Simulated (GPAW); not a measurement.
Runs of GPAW 26.7.0 on NaCl. It takes space group Fm-3m (No. 225, cubic). The conventional cell has a = 5.588 Å, b = 5.588 Å, c = 5.588 Å, α = 90.00°, β = 90.00°, γ = 90.00°. Around Cl (site symmetry m-3m) lie 6 Na at 2.79 Å. Na (site symmetry m-3m) has 6 Cl at 2.79 Å as nearest neighbours. The cell is a database's computed one.

```tsv
task	level	potentials or basis	k mesh	cutoff (eV)	maxiter	band path	band points	mesh quality	gap on the mesh (eV)	V0 of scaled cells (Å³/atom)	B0 (GPa)
equation of state	PBEsol+D3	PAW data sets generated in the run's folder for this functional, pw	7 × 7 × 7	800	150	-	-	not flagged	-	21.59	(b)
band structure	RPBE	the program's PAW data sets (release 1.2.1) made for this functional, pw	7 × 7 × 7	800	150	GXWKGLUWLK,UX	100	not flagged	5.55	-	-
single point	PBEsol0	GPAW PAW data sets (gpaw-data 1.2.1), pw	4 × 4 × 4	600	60	-	-	coarse	(a)	-	-
equation of state	PBEint	PAW data sets generated in the run's folder for this functional, pw	7 × 7 × 7	800	150	-	-	not flagged	-	22.86	23
```

Alike in all rows: no spin polarisation; cell as given; smearing fermi-dirac 0.05 eV.

Fill in the values left out.

(a) 7.18; (b) 27.

Caveats: some runs use coarse meshes; exact exchange converges slowly with the k mesh, and this mesh is small (some runs); the PAW data sets were made with another functional, which shifts forces and pressure a little (some runs).

Runs at the PBE level aren't shown here.
